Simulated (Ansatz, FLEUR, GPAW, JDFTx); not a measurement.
## AlN: energy against volume and a worked fit

It takes space group F-43m (No. 216, cubic). Conventional cell: a = 4.368 Å, b = 4.368 Å, c = 4.368 Å, α = 90.00°, β = 90.00°, γ = 90.00°. Around Al (site symmetry -43m) lie 4 N at 1.89 Å. Around N (site symmetry -43m) lie 4 Al at 1.89 Å.

Measurements of this composition are mostly on another form, of space group No. 186.

The cell was scaled at fixed shape and fractions and run with Ansatz, all-electron LAPW, scalar-relativistic; PBEsol, k mesh 10 × 10 × 10 on the cell of 2 atoms, fermi-dirac occupations of 0.05 eV, no spin polarisation, no spin-orbit coupling. Energies are those that the program minimises, any entropy of the smearing included.

| V (Å³/atom) | energy over the lowest row (meV/atom) |
| --- | --- |
| 9.7922 | 31.18 |
| 10.0006 | ? |
| 10.2089 | 4.31 |
| 10.4173 | 0.00 |
| 10.6256 | 1.02 |
| 10.8340 | 6.89 |
| 11.0423 | 17.14 |

Question: Fit the third-order Birch-Murnaghan form, give V0, B0 and B′, and predict the energy left open.

Answer: With y = (V0/V)^(2/3), E = E0 + (9 V0 B0/16) [(y - 1)³ B′ + (y - 1)² (6 - 4y)]. Least squares through the rows shown give V0 = 10.4790 Å³/atom, E0 = -0.23 meV, B0 = 200.2 GPa (1 eV/Å³ = 160.218 GPa) and B′ = 3.89, with a largest miss of 0.01 meV. At V = 10.0006 the form with these constants gives 14.49 meV; the run gave 14.50 meV an atom. Other set-ups at this level, from all their volumes (Å³/atom, GPa): FLEUR, all-electron, FLAPW: V0 10.479, B0 200.2; GPAW, PAW data sets generated for this functional: V0 10.564, B0 200.3; JDFTx, PseudoDojo-SR-PBEsol-0.4.1-standard: V0 10.480, B0 200.8; JDFTx, PseudoDojo-SR-PBEsol-0.4.1-standard with smoothed tails: V0 10.481, B0 200.8.

The fitted minimum at 10.4790 Å³/atom lies slightly above the volume of the listed cell, and the curve rises more steeply on compression than on expansion, as the positive B′ requires. The large bulk modulus fits a network of short, strongly polar Al–N sp³ bonds. Nitrogen 2p orbitals are compact because no p shell lies beneath them, so they overlap well with Al 3s and 3p at short range, while Pauli repulsion stiffens the lattice as the bonds shorten. In this tetrahedral structure, uniform scaling changes bond lengths but not angles, so B0 measures resistance to bond stretching and compression alone.

The open energy is reproduced closely, but it lies between computed points and so tests the smoothness of the curve more than the fit's reach to higher pressure. Among the other set-ups, only GPAW stands apart in volume, with almost no change in B0, which suggests a small shift in equilibrium bond length from its data sets. The curve alone settles neither the shear stiffness nor the energy order of zincblende and wurtzite.
